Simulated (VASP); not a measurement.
# Ca (Fm-3m) in VASP: further runs, part 2 of 2

VASP 6.6.1. The steps go on from the part before.

## 3. Phonon dispersion, PBE

INCAR

```
  PREC = Accurate
  ENCUT = 520
  EDIFF = 1E-7
  ISMEAR = 1
  SIGMA = 0.1
  LREAL = Auto
  LASPH = T
  NELM = 80
  ALGO = Normal
  ISIF = 2
  LWAVE = F
  LCHARG = F
  GGA = PE
  IBRION = 6
  NFREE = 2
  POTIM = 0.015
  NSW = 1
  LPHON_DISPERSION = T
  PHON_NWRITE = -3
```

KPOINTS

```
Automatic mesh
0
Gamma
  3 3 3
```

POSCAR

```
Ca
1.0
    0.0000000000      8.3826000000      8.3826000000
    8.3826000000      0.0000000000      8.3826000000
    8.3826000000      8.3826000000      0.0000000000
Ca
27
Direct
    0.0000000000      0.0000000000      0.0000000000
    0.0000000000      0.0000000000      0.3333333333
    0.0000000000      0.0000000000      0.6666666667
    0.0000000000      0.3333333333      0.0000000000
    0.0000000000      0.3333333333      0.3333333333
    0.0000000000      0.3333333333      0.6666666667
    0.0000000000      0.6666666667      0.0000000000
    0.0000000000      0.6666666667      0.3333333333
    0.0000000000      0.6666666667      0.6666666667
    0.3333333333      0.0000000000      0.0000000000
    0.3333333333      0.0000000000      0.3333333333
    0.3333333333      0.0000000000      0.6666666667
    0.3333333333      0.3333333333      0.0000000000
    0.3333333333      0.3333333333      0.3333333333
    0.3333333333      0.3333333333      0.6666666667
    0.3333333333      0.6666666667      0.0000000000
    0.3333333333      0.6666666667      0.3333333333
    0.3333333333      0.6666666667      0.6666666667
    0.6666666667      0.0000000000      0.0000000000
    0.6666666667      0.0000000000      0.3333333333
    0.6666666667      0.0000000000      0.6666666667
    0.6666666667      0.3333333333      0.0000000000
    0.6666666667      0.3333333333      0.3333333333
    0.6666666667      0.3333333333      0.6666666667
    0.6666666667      0.6666666667      0.0000000000
    0.6666666667      0.6666666667      0.3333333333
    0.6666666667      0.6666666667      0.6666666667
```

QPOINTS

```
path GXWKGLUWLK,UX
8
line-mode
reciprocal
 0.0000000000  0.0000000000  0.0000000000  G
 0.5000000000  0.0000000000  0.5000000000  X

 0.5000000000  0.0000000000  0.5000000000  X
 0.5000000000  0.2500000000  0.7500000000  W

 0.5000000000  0.2500000000  0.7500000000  W
 0.3750000000  0.3750000000  0.7500000000  K

 0.3750000000  0.3750000000  0.7500000000  K
 0.0000000000  0.0000000000  0.0000000000  G

 0.0000000000  0.0000000000  0.0000000000  G
 0.5000000000  0.5000000000  0.5000000000  L

 0.5000000000  0.5000000000  0.5000000000  L
 0.6250000000  0.2500000000  0.6250000000  U

 0.6250000000  0.2500000000  0.6250000000  U
 0.5000000000  0.2500000000  0.7500000000  W

 0.5000000000  0.2500000000  0.7500000000  W
 0.5000000000  0.5000000000  0.5000000000  L

 0.5000000000  0.5000000000  0.5000000000  L
 0.3750000000  0.3750000000  0.7500000000  K

 0.6250000000  0.2500000000  0.6250000000  U
 0.5000000000  0.0000000000  0.5000000000  X
```

Potentials or basis: VASP PAW PBE potentials, release 64 (Ca_sv).

The run is started by

```console
cat potpaw_PBE.64/Ca_sv/POTCAR > POTCAR
mpirun -np 4 vasp_std > vasp.out
```

OUTCAR:

```text
PREC = Accurate
   ENCUT = 520
   EDIFF = 1E-7
   ISMEAR = 1
   LREAL = Auto
   LASPH = T
   NELM = 80
   ISIF = 2
   GGA = PE
   IBRION = 6
   NFREE = 2
   POTIM = 0.015
   NSW = 1

 ion  position               nearest neighbor table
   1  0.000  0.000  0.000-
   2  0.000  0.000  0.333-
   3  0.000  0.000  0.667-
   4  0.000  0.333  0.000-
   5  0.000  0.333  0.333-
   6  0.000  0.333  0.667-
[... 27 lines left out ...]
 A1 = (   0.0000000000,   8.3826000000,   8.3826000000)
 A2 = (   8.3826000000,   0.0000000000,   8.3826000000)
 A3 = (   8.3826000000,   8.3826000000,   0.0000000000)

Analysis of symmetry for initial positions (statically):
=====================================================================
 Subroutine PRICEL returns following result:

  LATTYP: Found a face centered cubic cell.
 ALAT       =     5.5883999994

[... 1216 lines left out ...]
  external PRESSURE =      -4.8812055 kB  Pullay stress =       0.0000000 kB
[... 42 lines left out ...]
  FREE ENERGIE OF THE ION-ELECTRON SYSTEM (eV)
  ---------------------------------------------------
  free  energy   TOTEN  =       -51.9613690456 eV

  energy  without entropy=      -51.9377478488  energy(sigma->0) =      -51.95349531

 INTERNAL STRAIN TENSORS FROM DISPLACED ATOMS
 ============================================

 INTERNAL STRAIN TENSOR FOR ION    1 for displacements in x,y,z  (eV/Angst):
          X           Y           Z          XY          YZ          ZX
  --------------------------------------------------------------------------------
  x     0.00000     0.00000     0.00000    -0.00000    -0.00000    -0.00000
  y     0.00000     0.00000     0.00000    -0.00000     0.00000    -0.00000
  z     0.00000     0.00000     0.00000    -0.00000    -0.00000     0.00000
[... 8 lines left out ...]
 INTERNAL STRAIN TENSOR FOR ION   27 for displacements in x,y,z  (eV/Angst):
          X           Y           Z          XY          YZ          ZX
  --------------------------------------------------------------------------------
  x     0.00000     0.00000     0.00000    -0.00000    -0.00000    -0.00000
  y     0.00000     0.00000     0.00000    -0.00000     0.00000    -0.00000
  z     0.00000     0.00000     0.00000    -0.00000    -0.00000     0.00000

 Eigenvectors and eigenvalues of the dynamical matrix
   1 f  =    4.201764 THz    26.400462 2PiTHz  140.155763 cm-1    17.377092 meV
   2 f  =    4.201764 THz    26.400462 2PiTHz  140.155763 cm-1    17.377092 meV
   3 f  =    4.201764 THz    26.400462 2PiTHz  140.155763 cm-1    17.377092 meV
   4 f  =    4.201764 THz    26.400462 2PiTHz  140.155763 cm-1    17.377092 meV
   5 f  =    4.201764 THz    26.400462 2PiTHz  140.155763 cm-1    17.377092 meV
   6 f  =    4.201764 THz    26.400462 2PiTHz  140.155763 cm-1    17.377092 meV
[... 22 lines left out ...]
  29 f  =    3.912768 THz    24.584644 2PiTHz  130.515876 cm-1    16.181899 meV
  30 f  =    3.912768 THz    24.584644 2PiTHz  130.515876 cm-1    16.181899 meV

 ELASTIC MODULI CONTR FROM IONIC RELAXATION (kBar)
 Direction    XX          YY          ZZ          XY          YZ          ZX
 --------------------------------------------------------------------------------
 XX           0.0000      0.0000      0.0000     -0.0000     -0.0000     -0.0000
 YY           0.0000     -0.0000      0.0000      0.0000     -0.0000     -0.0000
 ZZ           0.0000      0.0000     -0.0000     -0.0000      0.0000     -0.0000
 XY          -0.0000      0.0000     -0.0000     -0.0000      0.0000      0.0000
 YZ          -0.0000     -0.0000      0.0000      0.0000     -0.0000      0.0000
 ZX          -0.0000      0.0000     -0.0000     -0.0000      0.0000      0.0000
 --------------------------------------------------------------------------------
[... 633 lines left out ...]
 q-point No.           q_x           q_y           q_z  q-path length
          80      0.500000      0.000000      0.500000       1.148665
  frequencies
   [THz]           3.689467      3.689467      4.877928
   [2Pi THz]      23.181605     23.181605     30.648924
   [cm-1]        123.067375    123.067375    162.710157
   [meV]          15.258403     15.258403     20.173479
```

stdout:

```text
POSCAR found type information on POSCAR Ca
 POSCAR found :  1 types and      27 ions
 scaLAPACK will be used
 LDA part: xc-table for (Slater+PW92), standard interpolation
 POSCAR, INCAR and KPOINTS ok, starting setup
 FFT: planning ... GRIDC
 FFT: planning ... GRID_SOFT
 FFT: planning ... GRID
 WAVECAR not read
 entering main loop
 Found     1 degrees of freedom:
 Finite differences POTIM= 0.01500 DOF=   1
 bond charge predicted
 Finite differences progress:
 bond charge predicted
 Finite differences progress:
```

It took 16 min on 4 MPI ranks of Intel Xeon 6975P-C (Granite Rapids), shared host; peak memory 0.7 GiB.

Results:

- Highest phonon frequency: 163 cm⁻¹

Phonon frequencies in cm⁻¹ (negative: imaginary):
```csv
q point,frequencies
"(0.000, 0.000, 0.000)",0 0 0
"(0.500, 0.000, 0.500)",123 123 163
"(0.500, 0.214, 0.714)",108 136 145
"(0.411, 0.339, 0.750)",108 130 149
"(0.161, 0.161, 0.321)",51 84 102
"(0.214, 0.214, 0.214)",50 50 95
"(0.536, 0.429, 0.536)",78 86 146
"(0.607, 0.250, 0.643)",108 129 149
"(0.500, 0.250, 0.750)",107 141 141
"(0.500, 0.500, 0.500)",72 72 147
"(0.393, 0.393, 0.714)",104 128 146
"(0.536, 0.071, 0.536)",122 124 162
```

Phonon frequencies at the corners of the path (cm⁻¹, interpolated; i marks imaginary ones):
| point | frequencies |
| --- | --- |
| Γ | 0 0 0 |
| X | 123 123 163 |
| W | 107 141 141 |
| K | 108 128 149 |
| L | 72 72 147 |
| U | 108 128 149 |
